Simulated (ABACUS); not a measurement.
Crystal: Ta.

```
Ta
1.0
    -1.65128    1.65128    1.65128
     1.65128   -1.65128    1.65128
     1.65128    1.65128   -1.65128
Ta
1
Direct
  0.00000 0.00000 0.00000
```

Base run:

```yaml
Program: ABACUS 3.10.1
Functional: rPW86PBE
Potentials_or_basis: GBRV ultrasoft 1.5 PBE
Cutoff: 544 eV
Density_cutoff: 4354 eV
Basis: plane waves
k_mesh: 9 × 9 × 9
Occupations: fermi-dirac, width 0.05 eV
Spin: no spin polarisation
```

Its results: band gap on the k mesh none (metal or under the smearing width); pressure 8.0 GPa.

Q: The run is repeated on the same cell with these changes: functional from rPW86PBE to LDA; potentials or basis from GBRV ultrasoft 1.5 PBE to PseudoDojo NC SR 0.4.1 LDA stringent; cutoff from 544 eV to 1796 eV; density cutoff from 4354 eV to 7184 eV; valence electrons from 13 to 27. What comes out?

A: Band gap on the k mesh none (metal or under the smearing width); pressure -9.8 GPa.

Caveats: the potentials were made for another functional, which shifts forces and pressure (some runs).

Not every run made on this cell is shown here.
